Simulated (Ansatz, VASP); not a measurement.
Two plane-wave programs on KBr

File INCAR:

```
PREC = Accurate ; ENCUT = 600
EDIFF = 1E-6 ; ISMEAR = -1
SIGMA = 0.05 ; LREAL = False
LASPH = True ; NELM = 100
ALGO = Normal ; ISIF = 3
LWAVE = False ; LCHARG = False
IBRION = 2 ; NSW = 40
EDIFFG = -0.005
```

KPOINTS

```
regular mesh
0
Gamma
  7 7 7
```

POSCAR

```
KBr
1.0
    0.0000000000      3.3000000000      3.3000000000
    3.3000000000      0.0000000000      3.3000000000
    3.3000000000      3.3000000000      0.0000000000
Br K
1 1
Direct
    0.5000000000      0.5000000000      0.5000000000
    0.0000000000      0.0000000000      0.0000000000
```

The input input.yaml:

```yaml
crystal:
  lattice:
    - [0.0, 3.3, 3.3]
    - [3.3, 0.0, 3.3]
    - [3.3, 3.3, 0.0]
  atoms:
    - { symbol: Br, position: [0.5, 0.5, 0.5] }
    - { symbol: K, position: [0.0, 0.0, 0.0] }
hamiltonian:
  xc: lda
  pseudopotentials: { kind: paw }
kpoints:
  mp_grid: { grid: [7, 7, 7] }
scf:
  occupations: { method: fermi_dirac, width: 0.05 }
output:
  forces: true
  stress: true
  eigenvalues: true
relax:
  f_tol: 0.01
  max_steps: 40
  cell: { stress_tol: 0.05 }
```

Alike in both runs: task relaxation of cell and atoms; functional LDA; k mesh 7 × 7 × 7; occupations fermi-dirac, width 0.05 eV; no spin polarisation.

|  | VASP | Ansatz |
| --- | --- | --- |
| version | VASP 6.6.1 | Ansatz 0.2.0 |
| potentials or method | VASP PAW LDA potentials, release 64 (Br, K_sv) | Ansatz PAW |
| plane-wave cutoff (eV) | 600 | 420 |
| valence electrons in the cell | 16 | 16 |

Ansatz gave:

```
gap on the k mesh at the Fermi level, each at its own relaxed structure (eV) : 4.32
relaxed volume (Å³/atom)                                                     : 32.39
relaxed cell length with the largest relative difference (Å)                 : 4.508
energy change over the relaxation (meV/atom)                                 : -21
```

**Question.** Which values does VASP return?

**Answer.** gap on the k mesh at the Fermi level, each at its own relaxed structure (eV): 4.32; relaxed volume (Å³/atom): 32.49; relaxed cell length with the largest relative difference (Å): 4.513; energy change over the relaxation (meV/atom): -19.

Caveats: odd divisions of the mesh miss points on the zone boundary, where band edges often lie, so the gap on the mesh can be too wide (Ansatz); the plane-wave basis is chosen anew once the cell has moved, so the energies of steps on either side of that aren't comparable (Ansatz); the PAW data sets come from PBE, with cores solved anew for the run's functional, which leaves a small shift of forces and pressure (Ansatz). LDA usually gives volumes a few per cent too small. Zero-point motion and thermal expansion aren't in these numbers.
